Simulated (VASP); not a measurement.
# Al7N8 (a cell with a defect) in VASP: notebook

Runs on Al7N8 (a cell with a defect). Level: PBEsol. Tasks: single point.

The COD entry that gives the cell may itself be a prediction, so a difference from it is no test against experiment.

Everything below comes from runs of VASP 6.6.1. Logs are shortened: lines on timing, memory, paths and dates and some standing lists are left out, and cuts for length are marked.

### 1 The structure

The cell holds a defect, 15 atoms: a = 6.377 Å, b = 6.377 Å, c = 5.117 Å, α = 90.00°, β = 90.00°, γ = 120.00°.

### 2 Single point, PBEsol

Input file INCAR:

```
SYSTEM = Al7N8
PREC = Accurate
ENCUT = 520
EDIFF = 1E-6
ISMEAR = -1
SIGMA = 0.05
LREAL = Auto
LASPH = .TRUE.
NELM = 100
ALGO = Fast
ISIF = 2
LWAVE = .FALSE.
LCHARG = .FALSE.
GGA = PS
NBANDS = 44
```

Input file KPOINTS:

```
Automatic mesh
0
G
  3 3 3
  0 0 0
```

Input file POSCAR:

```
Al7N8
1.0
    6.3768608000      0.0000000000      0.0000000000
   -3.1884304000      5.5225156000      0.0000000000
    0.0000000000      0.0000000000      5.1173090900
N Al
8 7
Direct
    0.3373415713      0.1682054099      0.3743666772
    0.1356759334      0.2713154853      0.8609440865
    0.3331280024      0.6660232884      0.4586254140
    0.1361877380      0.8632207395      0.8610632898
    0.8309811622      0.1682521277      0.3743610101
    0.6664747445      0.3329267191      0.8759408355
    0.8310873020      0.6620135215      0.3743701946
    0.7275351197      0.8634546908      0.8610038836
    0.3415454290      0.1702360062      0.0059804869
    0.1635767028      0.3270361065      0.4950486585
    0.1636972287      0.8355918451      0.4951406990
    0.8288119788      0.1703658384      0.0060004193
    0.6664712203      0.3328729393      0.4972701385
    0.8290714237      0.6578911248      0.0059396451
    0.6721308054      0.8356530491      0.4950965352
```

Potentials or basis: VASP PAW PBE potentials, release 64 (N, Al).

On the command line:

```
$ cat potpaw_PBE.64/N/POTCAR potpaw_PBE.64/Al/POTCAR > POTCAR
$ mpirun -np 1 vasp_std > vasp.out
```

OUTCAR:

```text
SYSTEM = Al7N8
   PREC = Accurate
   ENCUT = 520
   EDIFF = 1E-6
   ISMEAR = -1
   LREAL = Auto
   LASPH = .TRUE.
   NELM = 100
   ISIF = 2
   GGA = PS

 ion  position               nearest neighbor table
   1  0.337  0.168  0.374-   9 1.89  13 1.92  10 1.94  11 1.94
   2  0.136  0.271  0.861-  12 1.88   9 1.88  10 1.90
   3  0.333  0.666  0.459-  10 1.88  15 1.88  11 1.88
   4  0.136  0.863  0.861-   9 1.88  14 1.88  11 1.90
   5  0.831  0.168  0.374-  12 1.89  13 1.92  10 1.94  15 1.94
   6  0.666  0.333  0.876-  12 1.91   9 1.91  14 1.91  13 1.94
   7  0.831  0.662  0.374-  14 1.89  13 1.92  15 1.94  11 1.94
   8  0.728  0.863  0.861-  12 1.88  14 1.88  15 1.90
   9  0.342  0.170  0.006-   4 1.88   2 1.88   1 1.89   6 1.91  13 3.09  12 3.11  14 3.11  11 3.11
                            10 3.11  13 3.16  11 3.20  10 3.20  14 3.27  12 3.27
  10  0.164  0.327  0.495-   3 1.88   2 1.90   1 1.94   5 1.94  12 3.11   9 3.11  15 3.13  11 3.13
                            13 3.19  13 3.19   9 3.20  12 3.20  11 3.24  15 3.24
  11  0.164  0.836  0.495-   3 1.88   4 1.90   7 1.94   1 1.94   9 3.11  14 3.11  10 3.13  15 3.13
                            13 3.19  13 3.19  14 3.20   9 3.20  15 3.24  10 3.24
  12  0.829  0.170  0.006-   8 1.88   2 1.88   5 1.89   6 1.91  13 3.09   9 3.11  14 3.11  10 3.11
                            15 3.11  13 3.16  15 3.20  10 3.20  14 3.27   9 3.27
  13  0.666  0.333  0.497-   1 1.92   5 1.92   7 1.92   6 1.94  12 3.09   9 3.09  14 3.09  12 3.16
                             9 3.16  14 3.16  15 3.19  11 3.19  10 3.19  11 3.19  10 3.19  15 3.19
  14  0.829  0.658  0.006-   4 1.88   8 1.88   7 1.89   6 1.91  13 3.09  12 3.11   9 3.11  11 3.11
                            15 3.11  13 3.16  11 3.20  15 3.20   9 3.27  12 3.27
  15  0.672  0.836  0.495-   3 1.88   8 1.90   7 1.94   5 1.94  12 3.11  14 3.11  10 3.13  11 3.13
                            13 3.19  13 3.19  14 3.20  12 3.20  11 3.24  10 3.24

  LATTYP: Found a hexagonal cell.
 ALAT       =     6.3768608000
 C/A-ratio  =     0.8024809151

  Lattice vectors:

 A1 = (   6.3768608000,   0.0000000000,   0.0000000000)
 A2 = (  -3.1884304000,   5.5225156000,   0.0000000000)
 A3 = (   0.0000000000,   0.0000000000,   5.1173090900)

Analysis of symmetry for initial positions (statically):
=====================================================================
 Subroutine PRICEL returns:
 Original cell was already a primitive cell.

 Routine SETGRP: Setting up the symmetry group for a
 hexagonal supercell.

 Subroutine GETGRP returns: Found  1 space group operations
 (whereof  1 operations were pure point group operations)
 out of a pool of 24 trial point group operations.

The static configuration has the point symmetry C_1 .

Analysis of symmetry for dynamics (positions and initial velocities):
=====================================================================
 Subroutine PRICEL returns:
 Original cell was already a primitive cell.

 Routine SETGRP: Setting up the symmetry group for a
 hexagonal supercell.

 Subroutine GETGRP returns: Found  1 space group operations
 (whereof  1 operations were pure point group operations)
 out of a pool of 24 trial point group operations.

The dynamic configuration has the point symmetry C_1 .

 Subroutine INISYM returns: Found  1 space group operations
 (whereof  1 operations are pure point group operations),
 and found     1 'primitive' translations

----------------------------------------------------------------------------------------

                                     Primitive cell

  volume of cell :     180.2128

  direct lattice vectors                    reciprocal lattice vectors
     6.376860800  0.000000000  0.000000000     0.156816972  0.090538450  0.000000000
    -3.188430400  5.522515600  0.000000000     0.000000000  0.181076899  0.000000000
     0.000000000  0.000000000  5.117309090     0.000000000  0.000000000  0.195415204

  length of vectors
     6.376860800  6.376854002  5.117309090     0.181076706  0.181076899  0.195415204

  position of ions in fractional coordinates (direct lattice)
     0.337341571  0.168205410  0.374366677
     0.135675933  0.271315485  0.860944086
[... 49 lines left out ...]

  Shift w.r.t. Gamma in fractional coordinates (k-lattice)
     0.000000000  0.000000000  0.000000000

 Subroutine IBZKPT returns following result:
 ===========================================

 Found     14 irreducible k-points:

 Following reciprocal coordinates:
            Coordinates               Weight
  0.000000  0.000000  0.000000      1.000000
  0.333333 -0.000000  0.000000      2.000000
  0.000000  0.333333  0.000000      2.000000
 -0.333333  0.333333  0.000000      2.000000
  0.333333  0.333333  0.000000      2.000000
  0.000000  0.000000  0.333333      2.000000
  0.333333 -0.000000  0.333333      2.000000
  0.000000  0.333333  0.333333      2.000000
 -0.333333  0.333333  0.333333      2.000000
 -0.333333  0.000000  0.333333      2.000000
  0.000000 -0.333333  0.333333      2.000000
  0.333333 -0.333333  0.333333      2.000000
  0.333333  0.333333  0.333333      2.000000
 -0.333333 -0.333333  0.333333      2.000000
   k-points           NKPTS =     14   k-points in BZ     NKDIM =     14   number of bands    NBANDS=     44
   number of dos      NEDOS =    301   number of ions     NIONS =     15
   total plane-waves  NPLWV =  92160
   dimension x,y,z NGX =    48 NGY =   48 NGZ =   40
   dimension x,y,z NGXF=    96 NGYF=   96 NGZF=   80
   ions per type =               8   7
   NGX,Y,Z   is equivalent  to a cutoff of  12.51, 12.51, 12.99 a.u.
   NGXF,Y,Z  is equivalent  to a cutoff of  25.03, 25.03, 25.99 a.u.
 SYSTEM =  Al7N8
   PREC   = accura    normal or accurate (medium, high low for compatibility)
   ISTART =      0    job   : 0-new  1-cont  2-samecut
   ICHARG =      2    charge: 1-file 2-atom 10-const
   ISPIN  =      1    spin polarized calculation?
   LNONCOLLINEAR =      F non collinear calculations
   LSORBIT =      F    spin-orbit coupling
   LASPH  =      T    aspherical Exc in radial PAW
   ENCUT  =  520.0 eV  38.22 Ry    6.18 a.u.  11.86 11.86  9.51*2*pi/ulx,y,z
   NELM   =    100;   NELMIN=  2; NELMDL= -5     # of ELM steps
   EDIFF  = 0.1E-05   stopping-criterion for ELM
   LREAL  =      T    real-space projection
   EDIFFG = 0.1E-04   stopping-criterion for IOM
   NSW    =      0    number of steps for IOM
   IBRION =     -1    ionic relax: 0-MD 1-quasi-New 2-CG
   NFREE  =      0    steps in history (QN), initial steepest desc. (CG)
   ISIF   =      2    stress and relaxation
   ISYM   =      2    0-nonsym 1-usesym 2-fastsym
   POTIM  = 0.5000    time-step for ionic-motion
   TEBEG  =    0.0;   TEEND  =   0.0 temperature during run
   PSTRESS=    0.0 pullay stress
   NELECT =      61.0000    total number of electrons
   NUPDOWN=      -1.0000    fix difference up-down
   EMIN   =  10.00;   EMAX   =-10.00  energy-range for DOS
   EFERMI =   0.00;   METHOD = LEGACY
   ISMEAR =    -1;   SIGMA  =   0.05  broadening in eV -4-tet -1-fermi 0-gaus
   EFERMI_NEDOS =   21; number of points for ismear=-14 and -15
   IALGO  =     68    algorithm
   IMIX   =      4    mixing-type and parameters
     AMIX     =   0.40;   BMIX     =  1.00
     AMIX_MAG =   1.60;   BMIX_MAG =  1.00
  volume/ion in A,a.u.               =      12.01        81.08
  Fermi-wavevector in a.u.,A,eV,Ry     =   1.140923  2.156031 17.710770  1.301705
  Thomas-Fermi vector in A             =   2.277624
   LORBIT       =      0    0 simple, 1 ext, 2 COOP (PROOUT), +10 PAW based schemes
   GGA     = PS    functional components
   LHFCALC =     F    Hartree Fock is set to
   AEXX    =    0.0000 exact exchange contribution
   IVDW    =     0    specifies the selected vdW correction
   LEPSILON=     F    determine dielectric tensor
   LRPA    =     F    only Hartree local field effects (RPA)
 non-spin polarized calculation
 RMM-DIIS sequential band-by-band and
  energy-cutoff  :      520.00
  volume of cell :      180.21
 maximum number of plane-waves:      4872
   NGX = 23   NGY = 23   NGZ = 19

 number of electron      61.0000009 magnetization

 Free energy of the ion-electron system (eV)
  ---------------------------------------------------
  ext. energy  EPLUGINS =         0.00000000
  ---------------------------------------------------
  free energy    TOTEN  =      -111.84038012 eV

  energy without entropy =     -111.80416953  energy(sigma->0) =     -111.82227482

 E-fermi :   4.8192     XC(G=0): -10.3143

 val. band max:        4.8061250022   @ k =   0.3333   0.3333   0.0000
 cond. band min:       4.9510917684   @ k =   0.0000  -0.3333   0.3333
 fundamental gap:      0.1449667663
 Fermi energy:         4.8192034522

 k-point     1 :       0.0000    0.0000    0.0000
  band No.  band energies     occupation
      1     -10.6082      2.00000
      2      -8.8851      2.00000
      3      -8.7729      2.00000
      4      -8.7718      2.00000
      5      -8.7004      2.00000
      6      -7.9831      2.00000
[... 619 lines left out ...]
     41      12.2569      0.00000
     42      12.6387      0.00000
 [bands above 42 left out]

------------------------ aborting loop because EDIFF is reached ----------------------------------------

  FORCE on cell =-STRESS in cart. coord.  units (eV):
  Direction    XX          YY          ZZ          XY          YZ          ZX
  --------------------------------------------------------------------------------------
  -------------------------------------------------------------------------------------
  Total       -9.2308697     -9.2529857     -3.1966846     -0.0069588      0.0158566     -0.0084332
  in kB      -82.0668313    -82.2634535    -28.4200498     -0.0618673      0.1409728     -0.0749754
  external PRESSURE =     -64.2501115 kB  Pullay stress =       0.0000000 kB

 VOLUME and BASIS-vectors are now :
 -----------------------------------------------------------------------------
  energy-cutoff  :      520.00
  volume of cell :      180.21
      direct lattice vectors                 reciprocal lattice vectors
     6.376860800  0.000000000  0.000000000     0.156816972  0.090538450  0.000000000
    -3.188430400  5.522515600  0.000000000     0.000000000  0.181076899  0.000000000
     0.000000000  0.000000000  5.117309090     0.000000000  0.000000000  0.195415204

 POSITION                                       TOTAL-FORCE (eV/Angst)
 -----------------------------------------------------------------------------------
      1.61487      0.92892      1.91575        -0.002192     -0.001391      0.001498
      0.00012      1.49834      4.40572        -0.000260      0.006577      0.001082
      0.00074      3.67812      2.34693         0.000220      0.000229     -0.008413
     -1.88387      4.76715      4.40633         0.004328     -0.002957      0.001299
      4.76259      0.92917      1.91572         0.001925     -0.000795      0.001123
      3.18850      1.83859      4.48246         0.000178     -0.000358      0.005055
      3.18894      3.65598      1.91577         0.000385      0.001862      0.001428
      1.88633      4.76844      4.40602        -0.004438     -0.002956      0.001930
      1.63520      0.94013      0.03060         0.004497      0.004382     -0.002956
      0.00037      1.80606      2.53332         0.000506     -0.007598      0.003070
     -1.62035      4.61457      2.53379        -0.002990      0.002841      0.001350
      4.74202      0.94085      0.03071        -0.004609      0.002839     -0.002947
      3.18865      1.83830      2.54468        -0.000130     -0.000981     -0.002537
      3.18923      3.63321      0.03039        -0.001229     -0.003705     -0.003261
      1.62166      4.61491      2.53356         0.003810      0.002014      0.002281
 -----------------------------------------------------------------------------------
    total drift:                                0.001509      0.001172     -0.002109

  FREE ENERGIE OF THE ION-ELECTRON SYSTEM (eV)
  ---------------------------------------------------
  free  energy   TOTEN  =      -111.8403801183 eV

  energy  without entropy=     -111.8041695310  energy(sigma->0) =     -111.82227482
```

Wall time 2.3 min (1 thread of AMD EPYC 9R45 (Zen 5), shared host); peak memory 0.26 GiB.

What came out:

```
Free energy            : -111.8404 eV
Pressure               : -6.4 GPa
Largest force          : 0.008 eV/Å
Band gap on the k mesh : none (metal or under the smearing width)
```

Forces in eV/Å, atoms in the order of the input:
```
N   -0.002 -0.001  0.001
N    0.000  0.007  0.001
N    0.000  0.000 -0.008
N    0.004 -0.003  0.001
N    0.002 -0.001  0.001
N    0.000  0.000  0.005
N    0.000  0.002  0.001
N   -0.004 -0.003  0.002
Al   0.004  0.004 -0.003
Al   0.001 -0.008  0.003
Al  -0.003  0.003  0.001
Al  -0.005  0.003 -0.003
Al   0.000 -0.001 -0.003
Al  -0.001 -0.004 -0.003
Al   0.004  0.002  0.002
```

Stress tensor (GPa, compression positive):
```
-8.21 -0.01 -0.01
-0.01 -8.23  0.01
-0.01  0.01 -2.84
```

Levels at points of the mesh, in eV from the Fermi level:
| k point | band 27 | band 28 | band 29 | band 30 | band 31 | band 32 | band 33 | band 34 |
| --- | --- | --- | --- | --- | --- | --- | --- | --- |
| (0.00, 0.00, 0.00) | -1.11 | -1.11 | -1.03 | -0.68 | 0.16 | 0.16 | 3.30 | 5.07 |

Caveat: the k mesh is coarse (spacing up to 0.41 Å⁻¹), so the values aren't converged; the PAW data sets were made with another functional, which shifts forces and pressure a little.

### 3 Single point, PBEsol

Input file INCAR:

```
ALGO     = Normal         # electronic algorithm
EDIFF    = 1E-6           # SCF threshold, eV
ENCUT    = 520            # plane-wave cutoff, eV
GGA      = PS             # functional
ISIF     = 2              # what is computed and relaxed
ISMEAR   = -1             # smearing method
LASPH    = True           # aspherical terms in the spheres
LCHARG   = False          # write CHGCAR
LREAL    = Auto         
LWAVE    = False          # write WAVECAR
NBANDS   = 44             # bands
NELM     = 80             # most SCF steps
PREC     = Accurate       # precision mode
SIGMA    = 0.05           # smearing width, eV
```

Input file KPOINTS:

```
k-points
0
Gamma
  3 3 3
```

Input file POSCAR:

```
Al7N8
1.0
    6.3768608000      0.0000000000      0.0000000000
   -3.1884304000      5.5225156000      0.0000000000
    0.0000000000      0.0000000000      5.1173090900
N Al
8 7
Direct
    0.3551725030      0.1770832481      0.3686894746
    0.1194251892      0.1875150882      0.8416663767
    0.3119185373      0.6554636079      0.4674175349
    0.1193982299      0.9309232191      0.8416597325
    0.8319421363      0.1601804439      0.3669305424
    0.6997963909      0.3493779176      0.8693060985
    0.8319345744      0.6707253122      0.3669313241
    0.6516886521      0.8253217067      0.8684173502
    0.3812417030      0.1901193362      0.0082054844
    0.1630358387      0.3165180738      0.4915309894
    0.1630252251      0.8455157646      0.4915315756
    0.8215582380      0.1425010008     -0.0048617349
    0.6854349470      0.3421994860      0.4896825570
    0.8215511860      0.6780152871     -0.0048572403
    0.6516996830      0.8253365550      0.4959290040
```

Potentials or basis: VASP PAW PBE potentials, release 64 (N, Al).

On the command line:

```
$ cat potpaw_PBE.64/N/POTCAR potpaw_PBE.64/Al/POTCAR > POTCAR
$ mpirun -np 1 vasp_std > vasp.out
```

Run time: 2 min. Hardware: 1 thread of AMD EPYC 9R45 (Zen 5), shared host; peak memory 0.26 GiB.

The run converged. Its results:

```
Free energy            : -112.2411 eV
Pressure               : -7.5 GPa
Largest force          : 0.294 eV/Å
Band gap on the k mesh : none (metal or under the smearing width)
```

Forces in eV/Å, atoms in the order of the input:
```
N   -0.034 -0.020  0.009
N   -0.101  0.176  0.017
N    0.023  0.013 -0.046
N    0.103 -0.176  0.017
N   -0.016 -0.013  0.005
N   -0.057 -0.033  0.009
N   -0.019 -0.007  0.005
N    0.137  0.079 -0.247
Al  -0.059 -0.034 -0.024
Al  -0.015  0.016 -0.007
Al   0.007 -0.022 -0.006
Al  -0.023  0.034  0.007
Al  -0.031 -0.018  0.002
Al   0.017 -0.037  0.007
Al   0.069  0.041  0.252
```

Stress tensor (GPa, compression positive):
```
 -8.08   2.21   1.89
  2.21 -10.64   1.09
  1.89   1.09  -3.91
```

Levels at points of the mesh, in eV from the Fermi level:
| k point | band 26 | band 27 | band 28 | band 29 | band 30 | band 31 | band 32 | band 33 | band 34 | band 35 |
| --- | --- | --- | --- | --- | --- | --- | --- | --- | --- | --- |
| (0.00, 0.00, 0.00) | -1.24 | -1.10 | -0.92 | -0.65 | -0.59 | -0.22 | 3.07 | 3.97 | 4.85 | 4.98 |

Caveat: the k mesh is coarse (spacing up to 0.41 Å⁻¹), so the values aren't converged; the PAW data sets were made with another functional, which shifts forces and pressure a little.

(Part 1 of 2 ends here.)
